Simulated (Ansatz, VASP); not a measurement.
Si: VASP beside Ansatz

The input INCAR:

```
SYSTEM = Si
ALGO = Normal
EDIFF = 1E-7
ENCUT = 520
ISIF = 2
ISMEAR = 0
LASPH = .True.
LCHARG = .False.
LREAL = .False.
LWAVE = .False.
NBANDS = 11
NELM = 80
PREC = Accurate
SIGMA = 0.05
```

Contents of KPOINTS:

```
k-points
0
Gamma
  12 12 12
  0 0 0
```

File POSCAR:

```
Si
1.0
    0.0000000000      2.9978868244      2.7007989409
    2.4037110574      0.0000000000      2.7007989409
    2.4037110574      2.9978868244      0.0000000000
Si
2
Direct
    0.5000000000      0.5000000000      0.5000000000
    0.7500000000      0.7500000000      0.7500000000
```

Input for Ansatz:

```yaml
crystal:
  lattice:
    - [0.0, 2.9978868244, 2.7007989409]
    - [2.4037110574, 0.0, 2.7007989409]
    - [2.4037110574, 2.9978868244, 0.0]
  atoms:
    - { symbol: Si, position: [0.5, 0.5, 0.5] }
    - { symbol: Si, position: [0.75, 0.75, 0.75] }
basis:
  ecutwfc: 420
kpoints:
  mp_grid: { grid: [12, 12, 12] }
hamiltonian:
  xc: lda
  pseudopotentials: { kind: paw, azcp: { folder: soft_1 } }
scf:
  occupations: { method: gaussian, width: 0.05 }
output:
  forces: true
  stress: true
  eigenvalues: true
```

Change from the starting cell: strain +e along x and -e along y -0.1100, strain +e along z and -e/2 along x and y +0.0000.

Alike in both runs: task single point; functional LDA; k mesh 12 × 12 × 12; occupations gaussian, width 0.05 eV; no spin polarisation.

|  | VASP | Ansatz |
| --- | --- | --- |
| version | VASP 6.6.1 | Ansatz 0.2.0 |
| potentials or method | VASP PAW LDA potentials, release 64 (Si) | scalar-relativistic, plane waves, PAW |
| plane-wave cutoff (eV) | 520 | 420 |
| valence electrons in the cell | 8 | 8 |

```tsv
	VASP	Ansatz	Ansatz less VASP
gap on the k mesh at the Fermi level (eV)	none	none	-
pressure (GPa)	-0.3	-0.3	-0.05
largest component of the traceless stress (GPa)	11.22	11.22	+0.004
```

A gap of «none» marks a metal or a gap that the smearing closes. Ansatz warned: «pseudo_functional_mismatch».
